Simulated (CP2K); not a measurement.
# InSe (R3m) in CP2K: a series of runs, part 2 of 2

CP2K 2026.2. Earlier steps stand in the parts before.

## 3. Atomic charges, LDA

Contents of inse_charges.inp:

```
&GLOBAL
  PROJECT inse_charges
  RUN_TYPE ENERGY_FORCE
  PRINT_LEVEL LOW
&END GLOBAL
&FORCE_EVAL
  METHOD QS
  STRESS_TENSOR ANALYTICAL
  &DFT
    BASIS_SET_FILE_NAME BASIS_MOLOPT_UZH
    POTENTIAL_FILE_NAME POTENTIAL_UZH
    &MGRID
      CUTOFF 675
      REL_CUTOFF 60
      NGRIDS 5
    &END MGRID
    &QS
      METHOD GPW
      EPS_DEFAULT 1.0E-9
    &END QS
    &KPOINTS
      SCHEME MONKHORST-PACK 8 8 8
      GAMMA_CENTERED T
      SYMMETRY T
      SYMMETRY_BACKEND SPGLIB
    &END KPOINTS
    &SCF
      SCF_GUESS ATOMIC
      EPS_SCF 1.0E-6
      MAX_SCF 100
      ADDED_MOS 14
      CHOLESKY OFF
      EPS_EIGVAL 1.0E-7
      &DIAGONALIZATION ON
        ALGORITHM STANDARD
      &END DIAGONALIZATION
      &MIXING ON
        METHOD BROYDEN_MIXING
        ALPHA 0.4
        BETA 1.5
        NBUFFER 8
      &END MIXING
      &SMEAR ON
        METHOD FERMI_DIRAC
        ELECTRONIC_TEMPERATURE [K] 580.226
      &END SMEAR
    &END SCF
    &XC
      &XC_FUNCTIONAL
        &LDA_X
        &END LDA_X
        &LDA_C_PW
        &END LDA_C_PW
      &END XC_FUNCTIONAL
    &END XC
    &PRINT
      &KPOINTS ON
      &END KPOINTS
      &MULLIKEN ON
      &END MULLIKEN
      &MO ON
        ENERGIES T
        OCCUPATION_NUMBERS T
        &EACH
          QS_SCF 0
        &END EACH
        ADD_LAST NUMERIC
      &END MO
      &LOWDIN ON
      &END LOWDIN
      &HIRSHFELD ON
        SHAPE_FUNCTION DENSITY
      &END HIRSHFELD
      &VORONOI ON
        VORONOI_RADII UNITY
      &END VORONOI
      &E_DENSITY_CUBE ON
        STRIDE 1
      &END E_DENSITY_CUBE
      &V_HARTREE_CUBE ON
        STRIDE 1
      &END V_HARTREE_CUBE
      &ELF_CUBE ON
        STRIDE 1
      &END ELF_CUBE
    &END PRINT
  &END DFT
  &SUBSYS
    &CELL
      A 8.7502533297 0.0000000000 0.0000000000
      B 7.8359940850 3.8941147946 0.0000000000
      C 7.8359940850 1.8397326251 3.4321296453
      PERIODIC XYZ
    &END CELL
    &COORD
      SCALED
      In  0.8886000000 0.8886000000 0.8886000000
      In  0.0000000000 0.0000000000 0.0000000000
      Se  0.1719000000 0.1719000000 0.1719000000
      Se  0.3835000000 0.3835000000 0.3835000000
    &END COORD
    &KIND In
      BASIS_SET TZVP-MOLOPT-PBE-GTH-q13
      POTENTIAL GTH-PBE-q13
    &END KIND
    &KIND Se
      BASIS_SET TZVP-MOLOPT-PBE-GTH-q6
      POTENTIAL GTH-PBE-q6
    &END KIND
    &PRINT
      &ATOMIC_COORDINATES ON
      &END ATOMIC_COORDINATES
      &CELL ON
      &END CELL
    &END PRINT
  &END SUBSYS
  &PRINT
    &FORCES ON
    &END FORCES
    &STRESS_TENSOR ON
    &END STRESS_TENSOR
  &END PRINT
&END FORCE_EVAL
```

Potentials or basis: POTENTIAL_UZH In GTH-PBE-q13, Se GTH-PBE-q6; TZVP-MOLOPT-PBE-GTH basis.

Started as:

```
> OMP_NUM_THREADS=1 cp2k.psmp -i inse_charges.inp -o inse_charges.out
```

inse_charges.out:

```text

 CP2K| version string:                                       CP2K version 2026.2
 CP2K| Input file name                                          inse_charges.inp

 GLOBAL| Force Environment number                                              1
 GLOBAL| Basis set file name                                    BASIS_MOLOPT_UZH
 GLOBAL| Potential file name                                       POTENTIAL_UZH
 GLOBAL| MM Potential file name                                     MM_POTENTIAL
 GLOBAL| Coordinate file name                                      __STD_INPUT__
 GLOBAL| Method name                                                        CP2K
 GLOBAL| Project name                                               inse_charges
 GLOBAL| Run type                                                   ENERGY_FORCE
 GLOBAL| FFT library                                                       FFTW3
 GLOBAL| Diagonalization library                                       ScaLAPACK
 GLOBAL| Cholesky decomposition library                                ScaLAPACK
 GLOBAL| DGEMM library                                                      BLAS
 GLOBAL| Direct generalized diagonalization requested                          F
 GLOBAL| Matrix multiplication library                                 ScaLAPACK
 GLOBAL| Global print level                                                  LOW
 GLOBAL| Total number of message passing processes                             1
 GLOBAL| Number of threads for this process                                    1
 GLOBAL| CPU model name                                                  UNKNOWN

 CELL| Volume [angstrom^3]:                                           116.948071
 CELL| Vector a [angstrom]:       8.750     0.000     0.000   |a| =     8.750253
 CELL| Vector b [angstrom]:       7.836     3.894     0.000   |b| =     8.750253
 CELL| Vector c [angstrom]:       7.836     1.840     3.432   |c| =     8.750253
 CELL| Angle (b,c), alpha [degree]:                                    26.425182
 CELL| Angle (a,c), beta  [degree]:                                    26.425182
 CELL| Angle (a,b), gamma [degree]:                                    26.425182
 CELL| Numerically orthorhombic:                                              NO
 CELL| Periodicity                                                           XYZ

 CELL_REF| Volume [angstrom^3]:                                       116.948071
 CELL_REF| Vector a [angstrom     8.750     0.000     0.000   |a| =     8.750253
 CELL_REF| Vector b [angstrom     7.836     3.894     0.000   |b| =     8.750253
 CELL_REF| Vector c [angstrom     7.836     1.840     3.432   |c| =     8.750253
 CELL_REF| Angle (b,c), alpha [degree]:                                26.425182
 CELL_REF| Angle (a,c), beta  [degree]:                                26.425182
 CELL_REF| Angle (a,b), gamma [degree]:                                26.425182
 CELL_REF| Numerically orthorhombic:                                          NO
 CELL_REF| Periodicity                                                       XYZ
[... 10 lines left out ...]

  Total number of            - Atomic kinds:                                   2
                             - Atoms:                                          4
                             - Shell sets:                                     4
                             - Shells:                                        34
                             - Primitive Cartesian functions:                 20
                             - Cartesian basis functions:                    116
                             - Spherical basis functions:                    102

  Maximum angular momentum of- Orbital basis functions:                        3
                             - Local part of the GTH pseudopotential:          0
                             - Non-local part of the GTH pseudopotential:      4

 MODULE QUICKSTEP: ATOMIC COORDINATES IN ANGSTROM

   Atom Kind Element         X             Y             Z       Z(eff)     Mass
      1    1 In   49     21.701604      5.095097      3.049790  13.0000 114.8180
      2    1 In   49      0.000000      0.000000      0.000000  13.0000 114.8180
      3    2 Se   34      4.198183      0.985648      0.589983   6.0000  78.9600
      4    2 Se   34      9.365930      2.198930      1.316222   6.0000  78.9600

 SCF PARAMETERS         Density guess:                                    ATOMIC
[... 107 lines left out ...]
    16 Broy./Diag. 0.40E+00    9.8     0.00000034      -131.2780193946 -1.05E-06

  *** SCF run converged in    16 steps ***

  Electronic density on regular grids:        -37.9999999484        0.0000000516
  Core density on regular grids:               37.9999999524       -0.0000000476
  Total charge density on r-space grids:        0.0000000040
  Total charge density g-space grids:           0.0000000040

  Overlap energy of the core charge distribution:               0.00000000127073
  Self energy of the core charge distribution:               -219.71534429669862
  Core Hamiltonian energy:                                     64.87406233802423
  Hartree energy:                                              42.23622548167483
  Exchange-correlation energy:                                -18.67295411785058
  Electronic entropic energy:                                  -0.00000880096073
  Fermi energy:                                                 0.15244563031813

  Total energy:                                              -131.27801939455625
  Total energy (extrapolated to T->0):                       -131.27801499407590

 MO| EIGENVALUES AND OCCUPATION NUMBERS FOR K POINT 1
 MO|
 MO|  Index      Eigenvalue [a.u.]        Eigenvalue [eV]             Occupation
 MO|      1              -0.391680             -10.658146               2.000000
 MO|      2              -0.385033             -10.477279               2.000000
 MO|      3              -0.385033             -10.477279               2.000000
 MO|      4              -0.381903             -10.392113               2.000000
 MO|      5              -0.381903             -10.392113               2.000000
 MO|      6              -0.380944             -10.366004               2.000000
[... 532 lines left out ...]
 MO|     32               0.552653              15.038465               0.000000
 MO|     33               0.597631              16.262363               0.000000
 MO| Sum:                                                              38.000000
 MO| E(Fermi):            0.152446 a.u.          4.148257 eV

 [... the levels of further k-points ...]

 The electron density is written in Cube    file format to the file:

 inse_charges-ELECTRON_DENSITY-1_0.cube

 !-----------------------------------------------------------------------------!
                     Mulliken Population Analysis

 #  Atom  Element  Kind  Atomic population                           Net charge
       1     In       1         13.001361                             -0.001361
       2     In       1         13.014175                             -0.014175
       3     Se       2          5.999462                              0.000538
       4     Se       2          5.985002                              0.014998
 # Total charge                             38.000000                 -0.000000

 !-----------------------------------------------------------------------------!

 !-----------------------------------------------------------------------------!
                           Hirshfeld Charges

  #Atom  Element  Kind  Ref Charge     Population                    Net charge
      1       In     1      13.000         12.871                         0.129
      2       In     1      13.000         12.872                         0.128
      3       Se     2       6.000          6.129                        -0.129
      4       Se     2       6.000          6.129                        -0.129

  Total Charge                                                            0.000
 !-----------------------------------------------------------------------------!

 VORONOI| Collecting electron density from MPI ranks and sending to library...
 VORONOI| Voronoi integration finished.

 LOWDIN POPULATION ANALYSIS

 #  Atom  Element  Kind  Atomic population                           Net charge
       1     In       1         14.028481                             -1.028481
       2     In       1         14.046389                             -1.046389
       3     Se       2          4.959810                              1.040190
       4     Se       2          4.965320                              1.034680
 # Total charge                             38.000000                 -0.000000

               ----- ELF is computed on the real space grid -----

 ELF is written in Cube    file format to the file:

 inse_charges-ELF_S1-1_0.cube

 ENERGY| Total FORCE_EVAL ( QS ) energy [hartree]           -131.278018245966422

 FORCES| Atomic forces [hartree/bohr]
 FORCES|   Atom     x               y               z               |f|
 FORCES|      1  8.79074935E-03  2.06388492E-03  1.23539852E-03   9.11389623E-03
 FORCES|      2 -8.50039254E-03 -1.99571771E-03 -1.19457201E-03   8.81286360E-03
 FORCES|      3 -4.32763004E-03 -1.01609968E-03 -6.08232916E-04   4.48673462E-03
 FORCES|      4  4.03685029E-03  9.47833175E-04  5.67346966E-04   4.18526350E-03
 FORCES| Sum    -4.22940574E-07 -9.92982928E-08 -5.94372565E-08
 FORCES| Total atomic force                                       4.38487934E-07

 STRESS| Analytical stress tensor [bar]
 STRESS|                        x                   y                   z
 STRESS|      x       -7.98471877354E+03  -3.36347290238E+03  -2.01320279792E+03
 STRESS|      y       -3.36347290238E+03   5.55207341693E+03  -4.72702185573E+02
 STRESS|      z       -2.01320279792E+03  -4.72702185573E+02   6.05902637846E+03
 STRESS| 1/3 Trace                                             1.20879367395E+03
 STRESS| Determinant                                          -3.64272649235E+11

 STRESS| Eigenvectors and eigenvalues of the analytical stress tensor [bar]
 STRESS|                        1                   2                   3
 STRESS| Eigenvalues  -9.05727577720E+03   6.34171511536E+03   6.34194168370E+03
 STRESS|      x           0.964545983973     -0.253689777267     -0.072749857120
 STRESS|      y           0.226450507884      0.937128200432     -0.265538892506
 STRESS|      z           0.135540445180      0.239650230262      0.961351421102
```

It took 3.3 min on 1 thread of Arm Neoverse V1, shared host; peak memory 2.2 GiB.

Results:

```
Free energy            : -3572.2565 eV
Pressure               : 0.1 GPa
Largest force          : 0.469 eV/Å
Band gap on the k mesh : 0.18 eV, direct
Mulliken charges       : In -0.00, -0.01; Se +0.00, +0.01 e
Hirshfeld charges      : In +0.13; Se -0.13 e
Voronoi charges        : In +0.35, +0.28; Se -0.32, -0.31 e
```

Forces in eV/Å, atoms in the order of the input:
```
In   0.452  0.106  0.064
In  -0.437 -0.103 -0.061
Se  -0.223 -0.052 -0.031
Se   0.208  0.049  0.029
```

Stress tensor (GPa, compression positive):
```
-0.80 -0.34 -0.20
-0.34  0.56 -0.05
-0.20 -0.05  0.61
```

Caveat: Mulliken charges move with the basis; the potentials were made for another functional, which shifts forces and pressure; spin-orbit coupling is left out, which moves the levels of the heavy elements; the basis of atomic orbitals isn't converged, which shifts pressures, moduli and gaps.

## 4. Comparison with measurements

Step 2. Measured gap of InSe: 1.25 eV (300 K; “The Interaction of Hydrogen with the van der Waals Crystal γ-InSe”, 2020, pmc:7321205). This calculation gives 0.42 eV (-0.83 eV). Spin-orbit coupling on In, Se is left out. The value is that of PBE in an atomic basis (POTENTIAL_UZH In GTH-PBE-q13, Se GTH-PBE-q6; TZVP-MOLOPT-PBE-GTH basis), whose error adds to the functional's, on a finite k mesh, which can miss the band edges, without temperature or zero-point motion. Semilocal functionals fall short of measured gaps as a rule.

Step 3. Against the measured gap of InSe, 1.25 eV (300 K; “The Interaction of Hydrogen with the van der Waals Crystal γ-InSe”, 2020, pmc:7321205), the calculated 0.18 eV is off by -1.07 eV. So large a miss can be the level of theory's own, or it may mean another phase, state or a wrong row. Spin-orbit coupling on In, Se is left out. The value is that of LDA in an atomic basis (POTENTIAL_UZH In GTH-PBE-q13, Se GTH-PBE-q6; TZVP-MOLOPT-PBE-GTH basis), whose error adds to the functional's, on a finite k mesh, which can miss the band edges, without temperature or zero-point motion. Semilocal functionals fall short of measured gaps as a rule.
